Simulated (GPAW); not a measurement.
The system is Ti2O.

```
Ti O
1.0
     2.91940    0.00000    0.00000
    -1.45970    2.52827    0.00000
     0.00000    0.00000    4.71300
Ti O
2 1
Direct
  0.33333 0.66667 0.72126
  0.66667 0.33333 0.27874
  0.00000 0.00000 0.00000
```

Base run:

* Program: GPAW 26.7.0
* Functional: LDA
* Potentials or basis: the program's PAW data sets (release 1.2.1) made for this functional
* Cutoff: 800 eV
* Basis: pw
* k mesh: 10 × 10 × 6
* Occupations: fermi-dirac, width 0.05 eV
* Spin: no spin polarisation
* Hubbard terms: Ti d U = 4 eV

Its results: band gap on the k mesh none (metal or under the smearing width); pressure 6.3 GPa; largest force 1.407 eV/Å.

Problem. The run is repeated on the same cell with these changes: hubbard terms from Ti d U = 4 eV to Ti d U = 2 eV. What comes out?

Solution. Band gap on the k mesh none (metal or under the smearing width); pressure 2.5 GPa; largest force 1.396 eV/Å.

Caveats: U without spin polarisation on a metal has little footing; forces of over 1 eV/Å show positions far from the minimum, so gaps and moduli don't describe the material at rest.
